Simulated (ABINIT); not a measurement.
# SnTe (Fm-3m) in ABINIT: notebook

The runs below take SnTe through equation of state, with PBE.

Program: ABINIT 10.8.3 (patched build). These are calculated values, not measurements. Logs are shortened: lines on timing, memory, paths and dates and some standing lists are left out, and cuts for length are marked. The log counts tension as positive stress, the text compression.

### 1 Starting point

The structure is cubic, space group Fm-3m (No. 225). Conventional cell: a = 6.302 Å, b = 6.302 Å, c = 6.302 Å, α = 90.00°, β = 90.00°, γ = 90.00°. Around Te (site symmetry m-3m) lie 6 Sn at 3.15 Å. Sn (site symmetry m-3m) is surrounded by 6 Te at 3.15 Å.

### 2 Equation of state, PBE

The input, run.abi:

```
ndtset 7
getwfk -1
scalecart1 3*0.9795861087
scalecart2 3*0.9864848297
scalecart3 3*0.9932883884
scalecart4 3*1.0000000000
scalecart5 3*1.0066227096
scalecart6 3*1.0131594038
scalecart7 3*1.0196128224

pp_dirpath "./"
pseudos "Te.upf, Sn.upf"

acell 4.455974803 4.455974803 4.455974803 Angstrom
rprim
     0.0000000000     0.7071067812     0.7071067812
     0.7071067812     0.0000000000     0.7071067812
     0.7071067812     0.7071067812     0.0000000000
ntypat 2
znucl 52 50
natom 2
typat 1 2
xred
     0.5000000000     0.5000000000     0.5000000000
     0.0000000000     0.0000000000     0.0000000000

ecut 40.0

kptopt 1
ngkpt 7 7 7
nshiftk 1
shiftk 0.0 0.0 0.0

ixc 11

nband 19
occopt 3
tsmear 0.05 eV

nstep 100
tolvrs 1.0e-10

iomode 3
prtwf 1
prtden 0
prteig 0
prtebands 0
enunit 1
```

Potentials or basis: PseudoDojo NC SR PBE v0.4.1 standard.

Command:

```console
$ abinit run.abi > log 2>&1
```

run.abo:

```text
.Version 10.8.3 of ABINIT
 DATASET    1 : space group Fm -3 m (#225); Bravais cF (face-center cubic)
================================================================================
 Values of the parameters that define the memory need for DATASET  1.
     intxc =       0    ionmov =       0      iscf =       7    lmnmax =       6
     lnmax =       6     mgfft =      48  mpssoang =       3    mqgrid =    3001
     natom =       2  nloc_mem =       1    nspden =       1   nspinor =       1
    nsppol =       1      nsym =      48    n1xccc =    2501    ntypat =       2
    occopt =       3   xclevel =       2
       mpw =        4816          nfft =      110592          nkpt =          20
================================================================================
================================================================================
[... 61 lines left out ...]
 DATASET    7 : space group Fm -3 m (#225); Bravais cF (face-center cubic)
================================================================================
 Values of the parameters that define the memory need for DATASET  7.
     intxc =       0    ionmov =       0      iscf =       7    lmnmax =       6
     lnmax =       6     mgfft =      50  mpssoang =       3    mqgrid =    3001
     natom =       2  nloc_mem =       1    nspden =       1   nspinor =       1
    nsppol =       1      nsym =      48    n1xccc =    2501    ntypat =       2
    occopt =       3   xclevel =       2
       mpw =        5430          nfft =      125000          nkpt =          20
================================================================================
================================================================================

--------------------------------------------------------------------------------
------------- Echo of variables that govern the present computation ------------
--------------------------------------------------------------------------------
 -outvars: echo values of preprocessed input variables --------
            acell      8.4205720016E+00  8.4205720016E+00  8.4205720016E+00 Bohr
              amu      1.27600000E+02  1.18710000E+02
             ecut      4.00000000E+01 Hartree
           enunit           1
           getwfk          -1
              ixc          11
           jdtset        1    2    3    4    5    6    7
         kptrlatt        7    0    0      0    7    0      0    0    7
          kptrlen1     5.77407275E+01
          kptrlen2     5.81473658E+01
          kptrlen3     5.85483948E+01
          kptrlen4     5.89440040E+01
          kptrlen5     5.93343730E+01
          kptrlen6     5.97196720E+01
          kptrlen7     6.01000623E+01
            natom           2
            nband          19
           ndtset           7
            ngfft1         48      48      48
            ngfft2         48      48      48
            ngfft3         48      48      48
            ngfft4         48      48      48
            ngfft5         50      50      50
            ngfft6         50      50      50
[... 63 lines left out ...]
                       0.0000000000E+00  0.0000000000E+00  0.0000000000E+00
            znucl       52.00000   50.00000

================================================================================

 chkinp: Checking input parameters for consistency, jdtset=   1.

 chkinp: Checking input parameters for consistency, jdtset=   2.
[... 33 lines left out ...]
 getcut: wavevector=  0.0000  0.0000  0.0000  ngfft=  48  48  48
         ecut(hartree)=     40.000   => boxcut(ratio)=   2.04391

--- Pseudopotential description ------------------------------------------------
- pspini: atom type   1  psp file is ./Te.upf
12 -101130 2 -1 1294                          pspcod,pspxc,lmax,lloc,mmax
     nproj     2     2     2

- pspini: atom type   2  psp file is ./Sn.upf
12 -101130 2 -1 1628                          pspcod,pspxc,lmax,lloc,mmax
     nproj     2     2     2

   2.08130891E+03                                ecore*ucvol(ha*bohr**3)
--------------------------------------------------------------------------------

================================================================================

--- !BeginCycle
iteration_state: {dtset: 1, }
solver: {iscf: 7, nstep: 100, nline: 4, wfoptalg: 0, }
tolerances: {tolvrs: 1.00E-10, }
...
[... 1016 lines left out ...]
-Cartesian components of stress tensor (GPa)         [Pressure= -3.1336E-01 GPa]
- sigma(1 1)=  3.13359198E-01  sigma(3 2)=  0.00000000E+00
- sigma(2 2)=  3.13359198E-01  sigma(3 1)=  0.00000000E+00
- sigma(3 3)=  3.13359198E-01  sigma(2 1)=  0.00000000E+00

== END DATASET(S) ==============================================================
================================================================================

 -outvars: echo values of variables after computation  --------
            acell      8.4205720016E+00  8.4205720016E+00  8.4205720016E+00 Bohr
           etotal1    -1.8368345718E+02
           etotal2    -1.8368493776E+02
           etotal3    -1.8368606237E+02
           etotal4    -1.8368686709E+02
           etotal5    -1.8368738406E+02
           etotal6    -1.8368764139E+02
           etotal7    -1.8368766493E+02
            fcart1    -0.0000000000E+00 -0.0000000000E+00 -0.0000000000E+00
                      -0.0000000000E+00 -0.0000000000E+00 -0.0000000000E+00
            fcart2     4.4767430905E-32 -4.4767430905E-32 -4.4767430905E-32
                      -4.4767430905E-32  4.4767430905E-32  4.4767430905E-32
            fcart3    -0.0000000000E+00 -0.0000000000E+00 -0.0000000000E+00
                      -0.0000000000E+00 -0.0000000000E+00 -0.0000000000E+00
            fcart4    -0.0000000000E+00 -0.0000000000E+00 -0.0000000000E+00
                      -0.0000000000E+00 -0.0000000000E+00 -0.0000000000E+00
            fcart5    -0.0000000000E+00 -0.0000000000E+00 -0.0000000000E+00
                      -0.0000000000E+00 -0.0000000000E+00 -0.0000000000E+00
[... 38 lines left out ...]
                       0.0000000000E+00  0.0000000000E+00  0.0000000000E+00
           xangst1     3.0865288907E+00  3.0865288907E+00  3.0865288907E+00
                       0.0000000000E+00  0.0000000000E+00  0.0000000000E+00
           xangst2     3.1082657257E+00  3.1082657257E+00  3.1082657257E+00
                       0.0000000000E+00  0.0000000000E+00  0.0000000000E+00
           xangst3     3.1297027186E+00  3.1297027186E+00  3.1297027186E+00
                       0.0000000000E+00  0.0000000000E+00  0.0000000000E+00
           xangst4     3.1508500001E+00  3.1508500001E+00  3.1508500001E+00
                       0.0000000000E+00  0.0000000000E+00  0.0000000000E+00
           xangst5     3.1717171646E+00  3.1717171646E+00  3.1717171646E+00
                       0.0000000000E+00  0.0000000000E+00  0.0000000000E+00
           xangst6     3.1923133075E+00  3.1923133075E+00  3.1923133075E+00
                       0.0000000000E+00  0.0000000000E+00  0.0000000000E+00
           xangst7     3.2126470615E+00  3.2126470615E+00  3.2126470615E+00
                       0.0000000000E+00  0.0000000000E+00  0.0000000000E+00
             xred      5.0000000000E-01  5.0000000000E-01  5.0000000000E-01
                       0.0000000000E+00  0.0000000000E+00  0.0000000000E+00
 Calculation completed.
```

It took 5.8 min on 1 thread of Arm Neoverse V2, shared host; peak memory 0.16 GiB.

Results:

```
Equilibrium volume                      : 32.91 Å³/atom
Bulk modulus                            : 40 GPa
Pressure derivative of the bulk modulus : 4.4
```

Energy against volume, from the lowest point:
```
volume (Å³/atom)  energy (meV/atom)
          29.404              57.25
          30.030              37.11
          30.656              21.80
          31.281              10.86
          31.907               3.82
          32.532               0.32
          33.158               0.00
```

Caveat: pressures at fixed basis lie under the slope of the energies; this odd mesh misses L, where the gap lies, so gap, dielectric constants and Born charges aren't listed.

### 3 Equation of state, PBE

run.abi: that of step 2 with these lines changed.

```diff
@@ -11,3 +11,3 @@
 pp_dirpath "./"
-pseudos "Te.upf, Sn.upf"
+pseudos "Te_ONCV_PBE-1.2.upf, Sn_ONCV_PBE-1.2.upf"
 
@@ -26,3 +26,3 @@
 
-ecut 40.0
+ecut 30.0
```

Potentials or basis: SG15 NC PBE v1.2.

Command:

```console
$ abinit run.abi > log 2>&1
```

Wall time 3.9 min (1 thread of Arm Neoverse V2, shared host); peak memory 0.13 GiB.

The run converged. Its results:

| Quantity | Value |
| --- | --- |
| Equilibrium volume | 32.91 Å³/atom |
| Bulk modulus | 40 GPa |
| Pressure derivative of the bulk modulus | 4.4 |

Energy against volume, from the lowest point:
```csv
volume (Å³/atom),energy (meV/atom)
29.404,57.29
30.030,37.15
30.656,21.84
31.281,10.89
31.907,3.84
32.532,0.33
33.158,0.00
```

Caveat: pressures at fixed basis lie under the slope of the energies; this odd mesh misses L, where the gap lies, so gap, dielectric constants and Born charges aren't listed. Spin-orbit coupling is left out, which matters for the levels of Te.
